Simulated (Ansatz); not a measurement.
## Generalised stacking fault on (110) of a KCl-RbCl solid solution (80 atoms): a reference run and its variants

The cell holds 80 atoms: 13 Rb, 40 Cl and 27 K. Its edges and angles: a = 7.339 Å, b = 10.379 Å, c = 26.113 Å, α = 90.0°, β = 86.0°, γ = 90.0°. It derives from KCl and RbCl. CsCl-type KCl lattice (a = 3.6697 Å, the value set for the mixture), cell with z along [110], 2 x 2 x 5 periods; the third cell vector is tilted by 0.500 of [001] and lengthened by 0.1 Å, so the cell holds one fault; displaced by a Gaussian of 0.01 Å; 13 of 40 K sites given to Rb at random (lattice constant by Vegard's rule between KCl and RbCl).

Geometry: as built.

Reference run: Kohn-Sham DFT, PBE, PAW (set soft_2), plane waves (Ansatz 0.2.0), cutoff 420 eV, k-mesh 2×1×1, gaussian smearing of 0.05 eV.

| Property | Result |
| --- | --- |
| r.m.s. force component | 0.2741 eV/Å |
| pressure | 5.484 GPa |
| gap (highest filled to lowest empty level) | 5.502 eV |
| SCF cycles | 7 |
| time | 49 s on 8 threads of Arm Neoverse V1, shared host |

**Question.** The same geometry is run again with each of these changes. How far do the results move, and how long does each run take?
- support functions low
- support functions medium
- support functions high
- basis.xc_grid = 2 and scf.occupations.width = 0.001

Differences are against the plane-wave reference (Kohn-Sham DFT, PBE, PAW (set soft_2), plane waves), whose r.m.s. force component is 0.274 eV/Å. Energies are set beside the reference only for runs with its functional, potentials and electron count. Times are for 8 threads of Arm Neoverse V1, shared host. The reference's time includes the DOS, ELF, the stress and grids, which some other runs skip.

```tsv
run	Δ force, r.m.s. (meV/Å)	share of r.m.s. force (%)	Δ energy (meV/atom)	Δ pressure (GPa)	Δ gap (eV)	cycles	time	host memory (GiB)
reference	-	-	-	-	-	7	49 s	6.8
support functions low	0.286	0.104	-0.215	-	3.0e-4	15	72 s	3.2
support functions medium	0.28	0.102	-0.215	-	-2.0e-4	17	77 s	3.2
support functions high	0.024	0.0086	-0.0145	-	-3.0e-4	19	4.9 min	6.4
basis.xc_grid = 2 and scf.occupations.width = 0.001	0.002	8.0e-4	0	0	-1.0e-4	7	45 s	6.8
```

Among numerical settings the force difference runs from 0.002 meV/Å (basis.xc_grid = 2 and scf.occupations.width = 0.001) to 0.29 meV/Å (support functions low). At 80 atoms the fastest of the runs at a preset level, support functions low, takes roughly 1.5 times the time of plane waves (whose run also made extra analyses, so the like-for-like ratio is larger), in 15 SCF cycles against 7. Differences between support functions and plane waves include what basis error the plane-wave run still has. 

[Logs are printed without paths, hosts, clocks, repeated set-up lines and the standing remarks that a program may print on its own settings, such as how far it seeks lower states.]

[Hosts, paths, dates, database ids (printed as entryN), source tags and the programs' standing remarks are cut or masked in the printed files.]
